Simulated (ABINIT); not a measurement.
The system is Mo.

```xyz
1
Lattice="-1.5838 1.5838 1.5838 1.5838 -1.5838 1.5838 1.5838 1.5838 -1.5838" Properties=species:S:1:pos:R:3 pbc="T T T"
Mo    0.0000    0.0000    0.0000
```

Base run:

- Program: ABINIT 10.8.3 (patched build)
- Functional: BP86
- Potentials or basis: JTH PAW PBE v2.0
- Cutoff: 408 eV
- k mesh: 12 × 12 × 12
- Occupations: fermi-dirac, width 0.05 eV
- Spin: spin-orbit coupling, no magnetisation

Its results: band gap on the k mesh none (metal or under the smearing width); pressure -0.4 GPa.

Problem. The run is repeated on the same cell with these changes: functional from BP86 to PW91. What comes out?

Solution. Band gap on the k mesh none (metal or under the smearing width); pressure -1.2 GPa.

Caveats: the PAW data sets were made with another functional, which shifts forces and pressure a little.

Not every run made on this cell is shown here.
